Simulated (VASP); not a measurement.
# La2O3 (P-3m1) in VASP: further runs

The runs below take La2O3 through relaxation of cell and atoms, with PBE, PBEsol.

Everything below comes from runs of VASP 6.6.1. Logs are shortened: lines on timing, memory, paths and dates and some standing lists are left out, and cuts for length are marked.

**1. Starting point**

It takes space group P-3m1 (No. 164, trigonal). Conventional cell: a = 3.931 Å, b = 3.931 Å, c = 6.112 Å, α = 90.00°, β = 90.00°, γ = 120.00°. La (site symmetry 3m) has 4 O at 2.36 to 2.44 Å as nearest neighbours. O (site symmetry 3m) is surrounded by 4 La at 2.36 to 2.44 Å. Around O (site symmetry -3m) lie 6 La at 2.72 Å.

The cell is a database's computed one.

**2. Relaxation of cell and atoms, PBE**

Input file INCAR:

```
SYSTEM = La2O3
PREC = Accurate
ENCUT = 300
EDIFF = 1E-6
ISMEAR = 0
SIGMA = 0.03
LREAL = .False.
LASPH = .True.
NELM = 80
ALGO = Normal
ISIF = 3
LWAVE = .False.
LCHARG = .False.
GGA = PE
IBRION = 2
NSW = 90
EDIFFG = -0.01
```

Input file KPOINTS:

```
Automatic mesh
0
Gamma
  5 5 3
  0 0 0
```

Input file POSCAR:

```
La2O3
1.0
    3.9307778780      0.0000000000      0.0000000000
   -1.9653889390      3.4041534990      0.0000000000
    0.0000000000      0.0000000000      6.1119535200
La O
2 3
Direct
    0.6666666700      0.3333333300      0.7537643200
    0.3333333300      0.6666666700      0.2462356800
    0.6666666700      0.3333333300      0.3541093500
    0.3333333300      0.6666666700      0.6458906500
    0.0000000000      0.0000000000      0.0000000000
```

Potentials or basis: VASP PAW PBE potentials, release 64 (La, O_s).

The run is started by

```
$ cat potpaw_PBE.64/La/POTCAR potpaw_PBE.64/O_s/POTCAR > POTCAR
$ mpirun -np 1 vasp_std > vasp.out
```

OUTCAR:

```text
SYSTEM = La2O3
   PREC = Accurate
   ENCUT = 300
   EDIFF = 1E-6
   ISMEAR = 0
   LREAL = .False.
   LASPH = .True.
   NELM = 80
   ISIF = 3
   GGA = PE
   IBRION = 2
   NSW = 90
   EDIFFG = -0.01

 ion  position               nearest neighbor table
   1  0.667  0.333  0.754-   4 2.36   4 2.36   4 2.36   3 2.44   5 2.72   5 2.72   5 2.72
   2  0.333  0.667  0.246-   3 2.36   3 2.36   3 2.36   4 2.44   5 2.72   5 2.72   5 2.72
   3  0.667  0.333  0.354-   2 2.36   2 2.36   2 2.36   1 2.44
   4  0.333  0.667  0.646-   1 2.36   1 2.36   1 2.36   2 2.44
   5  0.000  0.000  0.000-   1 2.72   2 2.72   1 2.72   2 2.72   1 2.72   2 2.72

  LATTYP: Found a hexagonal cell.
 ALAT       =     3.9307778780
 C/A-ratio  =     1.5548966921

  Lattice vectors:

 A1 = (   3.9307778780,   0.0000000000,   0.0000000000)
 A2 = (  -1.9653889390,   3.4041534990,   0.0000000000)
 A3 = (   0.0000000000,   0.0000000000,   6.1119535200)

Analysis of symmetry for initial positions (statically):
=====================================================================
 Subroutine PRICEL returns:
 Original cell was already a primitive cell.

 Routine SETGRP: Setting up the symmetry group for a
 hexagonal supercell.

 Subroutine GETGRP returns: Found 12 space group operations
 (whereof 12 operations were pure point group operations)
 out of a pool of 24 trial point group operations.

The static configuration has the point symmetry D_3d.

Analysis of symmetry for dynamics (positions and initial velocities):
=====================================================================
 Subroutine PRICEL returns:
 Original cell was already a primitive cell.

 Routine SETGRP: Setting up the symmetry group for a
 hexagonal supercell.

 Subroutine GETGRP returns: Found 12 space group operations
 (whereof 12 operations were pure point group operations)
 out of a pool of 24 trial point group operations.

The dynamic configuration has the point symmetry D_3d.

 Subroutine INISYM returns: Found 12 space group operations
 (whereof 12 operations are pure point group operations),
 and found     1 'primitive' translations

----------------------------------------------------------------------------------------

                                     Primitive cell

  volume of cell :      81.7839

  direct lattice vectors                    reciprocal lattice vectors
     3.930777878  0.000000000  0.000000000     0.254402571  0.146879393  0.000000000
    -1.965388939  3.404153499  0.000000000     0.000000000  0.293758786  0.000000000
     0.000000000  0.000000000  6.111953520     0.000000000  0.000000000  0.163613810

  length of vectors
     3.930777878  3.930777878  6.111953520     0.293758786  0.293758786  0.163613810

  position of ions in fractional coordinates (direct lattice)
     0.666666670  0.333333330  0.753764320
     0.333333330  0.666666670  0.246235680
     0.666666670  0.333333330  0.354109350
     0.333333330  0.666666670  0.645890650
     0.000000000  0.000000000  0.000000000

  ion indices of the primitive-cell ions
   primitive index   ion index
                 1           1
                 2           2
                 3           3
                 4           4
                 5           5

----------------------------------------------------------------------------------------

 KPOINTS: Automatic mesh

Automatic generation of k-mesh.
 Grid dimensions read from file:
 generate k-points for:    5    5    3

 Generating k-lattice:

  Cartesian coordinates                     Fractional coordinates (reciprocal lattice)
     0.050880514  0.029375879  0.000000000     0.200000000  0.000000000  0.000000000
     0.000000000  0.058751757  0.000000000     0.000000000  0.200000000  0.000000000
     0.000000000  0.000000000  0.054537937     0.000000000  0.000000000  0.333333333

  Length of vectors
     0.058751757  0.058751757  0.054537937

  Shift w.r.t. Gamma in fractional coordinates (k-lattice)
     0.000000000  0.000000000  0.000000000

 Subroutine IBZKPT returns following result:
 ===========================================

 Found     12 irreducible k-points:

 Following reciprocal coordinates:
            Coordinates               Weight
  0.000000  0.000000  0.000000      1.000000
  0.200000  0.000000  0.000000      6.000000
  0.400000  0.000000  0.000000      6.000000
  0.200000  0.200000  0.000000      6.000000
  0.400000  0.200000  0.000000      6.000000
  0.000000  0.000000  0.333333      2.000000
  0.200000  0.000000  0.333333      6.000000
  0.000000  0.200000  0.333333      6.000000
  0.400000  0.000000  0.333333      6.000000
  0.000000  0.400000  0.333333      6.000000
  0.200000  0.200000  0.333333     12.000000
  0.400000  0.200000  0.333333     12.000000
   k-points           NKPTS =     12   k-points in BZ     NKDIM =     12   number of bands    NBANDS=     24
   number of dos      NEDOS =    301   number of ions     NIONS =      5
   total plane-waves  NPLWV =  20736
   dimension x,y,z NGX =    24 NGY =   24 NGZ =   36
   dimension x,y,z NGXF=    48 NGYF=   48 NGZF=   72
   ions per type =               2   3
   NGX,Y,Z   is equivalent  to a cutoff of  10.15, 10.15,  9.79 a.u.
   NGXF,Y,Z  is equivalent  to a cutoff of  20.30, 20.30, 19.58 a.u.
 SYSTEM =  La2O3
   PREC   = accura    normal or accurate (medium, high low for compatibility)
   ISTART =      0    job   : 0-new  1-cont  2-samecut
   ICHARG =      2    charge: 1-file 2-atom 10-const
   ISPIN  =      1    spin polarized calculation?
   LNONCOLLINEAR =      F non collinear calculations
   LSORBIT =      F    spin-orbit coupling
   LASPH  =      T    aspherical Exc in radial PAW
   ENCUT  =  300.0 eV  22.05 Ry    4.70 a.u.   5.55  5.55  8.63*2*pi/ulx,y,z
   NELM   =     80;   NELMIN=  2; NELMDL= -5     # of ELM steps
   EDIFF  = 0.1E-05   stopping-criterion for ELM
   LREAL  =      F    real-space projection
   EDIFFG = -.1E-01   stopping-criterion for IOM
   NSW    =     90    number of steps for IOM
   IBRION =      2    ionic relax: 0-MD 1-quasi-New 2-CG
   NFREE  =      1    steps in history (QN), initial steepest desc. (CG)
   ISIF   =      3    stress and relaxation
   ISYM   =      2    0-nonsym 1-usesym 2-fastsym
   POTIM  = 0.5000    time-step for ionic-motion
   TEBEG  =    0.0;   TEEND  =   0.0 temperature during run
   PSTRESS=    0.0 pullay stress
   NELECT =      40.0000    total number of electrons
   NUPDOWN=      -1.0000    fix difference up-down
   EMIN   =  10.00;   EMAX   =-10.00  energy-range for DOS
   EFERMI =   0.00;   METHOD = LEGACY
   ISMEAR =     0;   SIGMA  =   0.03  broadening in eV -4-tet -1-fermi 0-gaus
   EFERMI_NEDOS =   21; number of points for ismear=-14 and -15
   IALGO  =     38    algorithm
   IMIX   =      4    mixing-type and parameters
     AMIX     =   0.40;   BMIX     =  1.00
     AMIX_MAG =   1.60;   BMIX_MAG =  1.00
  volume/ion in A,a.u.               =      16.36       110.38
  Fermi-wavevector in a.u.,A,eV,Ry     =   1.289849  2.437462 22.636161  1.663711
  Thomas-Fermi vector in A             =   2.421717
   LORBIT       =      0    0 simple, 1 ext, 2 COOP (PROOUT), +10 PAW based schemes
   GGA     = PE    functional components
   LHFCALC =     F    Hartree Fock is set to
   AEXX    =    0.0000 exact exchange contribution
   IVDW    =     0    specifies the selected vdW correction
   LEPSILON=     F    determine dielectric tensor
   LRPA    =     F    only Hartree local field effects (RPA)
 conjugate gradient relaxation of ions
 non-spin polarized calculation
 Gauss-broadening in eV      SIGMA  =   0.03
  energy-cutoff  :      300.00
  volume of cell :       81.78
 maximum number of plane-waves:       983
 NGX is ok and might be reduce to    24
   NGX = 11   NGY = 11   NGZ = 17

--------------------------------------- Ionic step        1  -------------------------------------------

 number of electron      40.0000012 magnetization

 Free energy of the ion-electron system (eV)
  ---------------------------------------------------
  ext. energy  EPLUGINS =         0.00000000
  ---------------------------------------------------
  free energy    TOTEN  =       -41.80842257 eV

  energy without entropy =      -41.80842257  energy(sigma->0) =      -41.80842257

------------------------ aborting loop because EDIFF is reached ----------------------------------------

  FORCE on cell =-STRESS in cart. coord.  units (eV):
  Direction    XX          YY          ZZ          XY          YZ          ZX
  --------------------------------------------------------------------------------------
  -------------------------------------------------------------------------------------
  Total        0.1510240      0.1510240      0.3171468      0.0000000     -0.0000000      0.0000000
  in kB        2.9586178      2.9586178      6.2130263      0.0000000     -0.0000000      0.0000000
  external PRESSURE =       4.0434207 kB  Pullay stress =       0.0000000 kB
[... 102 lines left out ...]
  energy  without entropy=      -41.8088397625  energy(sigma->0) =      -41.80883976

--------------------------------------- Ionic step        4  -------------------------------------------

 number of electron      40.0000013 magnetization

 Free energy of the ion-electron system (eV)
  ---------------------------------------------------
  ext. energy  EPLUGINS =         0.00000000
  ---------------------------------------------------
  free energy    TOTEN  =       -41.80901816 eV

  energy without entropy =      -41.80901816  energy(sigma->0) =      -41.80901816

 E-fermi :   6.2288     XC(G=0): -10.4572

 val. band max:        6.0385116859   @ k =   0.0000   0.0000   0.0000
 cond. band min:      10.0695457048   @ k =   0.4000   0.2000   0.0000
 fundamental gap:      4.0310340189
 Fermi energy:         6.2287572433

 k-point     1 :       0.0000    0.0000    0.0000
  band No.  band energies     occupation
      1     -23.6837      2.00000
      2     -23.4461      2.00000
      3     -10.7693      2.00000
      4      -9.5241      2.00000
      5      -9.0752      2.00000
      6      -7.1506      2.00000
[... 345 lines left out ...]
  FREE ENERGIE OF THE ION-ELECTRON SYSTEM (eV)
  ---------------------------------------------------
  free  energy   TOTEN  =       -41.8090181644 eV

  energy  without entropy=      -41.8090181644  energy(sigma->0) =      -41.80901816

 reached required accuracy - stopping structural energy minimisation
```

It took 27 s on 1 thread of Intel Xeon 6975P-C (Granite Rapids), shared host; peak memory 0.16 GiB.

These settings aren't checked as converged: the numbers below hold their error.

What came out:

```yaml
Free_energy: -41.8090 eV
Relaxed_volume: 16.42 Å³/atom
Relaxed_cell: a = 3.932 Å, b = 3.932 Å, c = 6.131 Å, α = 90.00°, β = 90.00°, γ = 120.00°
Space_group_after_relaxing_to_0.05_Å: P-3m1 (No. 164)
Energy_gained_by_relaxing: 0.1 meV/atom
Ionic_steps: 4
Largest_force_after_relaxing: 0.005 eV/Å
Band_gap_on_the_k_mesh: 4.03 eV, indirect (least direct gap 4.18 eV)
```

Caveat: the cutoff is under 1.25 times the usual one of these potentials, so pressure, stress and relaxed cells hold a basis-set (Pulay) error; spin-orbit coupling is left out, which moves the levels of the heavy elements; an odd mesh through Γ misses points on the zone boundary, where band edges often lie.

**3. Relaxation of cell and atoms, PBE**

This run uses another cell than the first one, of 16.42 Å³/atom, 1.004 times its volume.

Changes to INCAR since step 2:

```diff
@@ -3,3 +3,3 @@
 ENCUT = 300
-EDIFF = 1E-6
+EDIFF = 1E-7
 ISMEAR = 0
@@ -16,2 +16,2 @@
 NSW = 90
-EDIFFG = -0.01
+EDIFFG = -0.005
```

KPOINTS is that of step 2.

Input file POSCAR:

```
La2O3                                   
1.0
    3.9320740858      0.0000000000     -0.0000000000
   -1.9660370429      3.4052760479     -0.0000000000
   -0.0000000000     -0.0000000000      6.1305125037
  La              O             
     2     3
Direct
     0.6666666699999979    0.3333333300000021    0.7536172692914139
     0.3333333300000021    0.6666666699999979    0.2463827307085861
     0.6666666699999979    0.3333333300000021    0.3539388634173839
     0.3333333300000021    0.6666666699999979    0.6460611365826160
     0.0000000000000000    1.0000000000000000    0.0000000000000000
```

Potentials or basis: VASP PAW PBE potentials, release 64 (La, O_s).

The run is started by

```
$ cat potpaw_PBE.64/La/POTCAR potpaw_PBE.64/O_s/POTCAR > POTCAR
$ mpirun -np 1 vasp_std > vasp.out
```

Wall time 25 s (1 thread of Intel Xeon 6975P-C (Granite Rapids), shared host); peak memory 0.16 GiB.

The run converged, but some of its settings lie outside the range that counts as converged, so its numbers aren't taken as properties of the crystal.

Results:

- Free energy: -41.8115 eV
- Relaxed volume: 16.43 Å³/atom
- Relaxed cell: a = 3.930 Å, b = 3.930 Å, c = 6.139 Å, α = 90.00°, β = 90.00°, γ = 120.00°
- Space group after relaxing (to 0.05 Å): P-3m1 (No. 164)
- Energy gained by relaxing: 0.0 meV/atom
- Ionic steps: 4
- Largest force after relaxing: 0.003 eV/Å
- Band gap on the k mesh: 4.03 eV, indirect (least direct gap 4.18 eV)

Caveat: the cutoff is under 1.25 times the usual one of these potentials, so pressure, stress and relaxed cells hold a basis-set (Pulay) error; spin-orbit coupling is left out, which moves the levels of the heavy elements; an odd mesh through Γ misses points on the zone boundary, where band edges often lie.

[end of part 1 of 2]
